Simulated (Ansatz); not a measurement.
Here is an Ansatz 0.2.0 calculation.

File input.yaml:

```yaml
crystal:
  lattice:
    - [0.0, 2.135235, 2.135235]
    - [2.135235, 0.0, 2.135235]
    - [2.135235, 2.135235, 0.0]
  atoms:
    - { symbol: Ga, position: [0.0, 0.0, 0.0] }
    - { symbol: "N", position: [0.5, 0.5, 0.5] }
hamiltonian:
  xc: r2scan
  pseudopotentials: { kind: paw_fr }
  dispersion: rvv10
kpoints:
  mp_grid: { grid: [11, 11, 11] }
scf:
  occupations: { method: fixed }
  n_extra_bands: 6
output:
  forces: true
  stress: true
  eigenvalues: true
  dos: { projected: false, de: 0.05, nscf_kmesh: { grid: [17, 17, 17] } }
magnetization:
  noncollinear: true
  spin_orbit: true
```

Potentials or basis: Ansatz PAW.

Launch:

```console
$ ansatz run input.yaml --threads 1 --pin off --max-ram 2560MiB --backend cpu --events-out ev --progress --plain --runs-dir out
```

Predict the band gap on the k mesh.

1.05 eV, indirect (least direct gap 2.86 eV).

Predict the pressure.

-9.9 GPa.

States per cell in windows of 1 eV (zero at the valence-band top; states under -8 eV left out):
```tsv
from (eV)	total
-8.0	0.33
-7.0	0.98
-6.0	0.44
-5.0	0.55
-4.0	0.71
-3.0	0.97
-2.0	0.99
-1.0	1.02
0.0	0.00
1.0	0.04
2.0	0.11
3.0	0.20
4.0	0.35
5.0	0.78
6.0	0.50
7.0	0.32
```

Caveat: odd divisions of the mesh miss points on the zone boundary, where band edges often lie, so the gap on the mesh can be too wide; the PAW data sets come from PBE, with cores solved anew for the run's functional, which leaves a small shift of forces and pressure. r2SCAN opens gaps a little over a GGA but as a rule still falls short of measured ones.
